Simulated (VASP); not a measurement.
Set up this calculation in VASP 6.6.1, as the native input.

```yaml
Task: relaxation of cell and atoms
Functional: MS2
Potentials_or_basis: VASP PAW PBE potentials, release 64 (Os)
Cutoff: 600 eV
k_mesh: 11 × 11 × 6
Occupations: fermi-dirac, width 0.05 eV
Spin: no spin polarisation
Further_INCAR_settings: ALGO = Normal; EDIFF = 1e-06; IBRION = 2; EDIFFG = -0.01; NSW = 40; ISIF = 3
```

The structure of Os lies in POSCAR:

```
Os
1.0
    2.7341000000      0.0000000000      0.0000000000
   -1.3670500000      2.3678000565      0.0000000000
    0.0000000000      0.0000000000      4.3197000000
Os
2
Direct
    0.6666666667      0.3333333333      0.7500000000
    0.3333333333      0.6666666667      0.2500000000
```

These files were run (other wordings do the same):

INCAR

```
SYSTEM = Os
ALGO     = Normal         ! electronic algorithm
EDIFF    = 1E-6           ! SCF threshold, eV
EDIFFG   = -0.01          ! ionic threshold
ENCUT    = 600            ! plane-wave cutoff, eV
IBRION   = 2              ! ionic algorithm
ISIF     = 3              ! what is computed and relaxed
ISMEAR   = -1             ! smearing method
LASPH    = .TRUE.         ! aspherical terms in the spheres
LCHARG   = .FALSE.        ! write CHGCAR
LMIXTAU  = .TRUE.       
LREAL    = .FALSE.        ! projectors in reciprocal space
LWAVE    = .FALSE.        ! write WAVECAR
METAGGA  = MS2            ! meta-GGA
NELM     = 60             ! most SCF steps
NSW      = 40             ! ionic steps
PREC     = Accurate       ! precision mode
SIGMA    = 0.05           ! smearing width, eV
```

KPOINTS

```
k-points
0
G
  11 11 6
  0 0 0
```

Potentials or basis: VASP PAW PBE potentials, release 64 (Os).

Command:

```console
$ cat potpaw_PBE.64/Os/POTCAR > POTCAR
$ mpirun -np 1 vasp_std > vasp.out
```

Results of the run:

The relaxed volume is 13.82 Å³/atom, the relaxed cell is a = 2.723 Å, b = 2.723 Å, c = 4.304 Å, α = 90.00°, β = 90.00°, γ = 120.00° and the space group after relaxing (to 0.05 Å) is P6_3/mmc (No. 194). The energy gained by relaxing is 2.8 meV/atom and the ionic steps are 7. The pressure after relaxing is -0.1 GPa and the band gap on the k mesh is none (metal or under the smearing width).

Caveat: the PAW data sets were made with another functional, which shifts forces and pressure a little.

Wall time 4 min on 1 thread of Intel(R) Xeon(R) Platinum 8488C (Sapphire Rapids), on a shared host, peak memory 0.18 GiB.
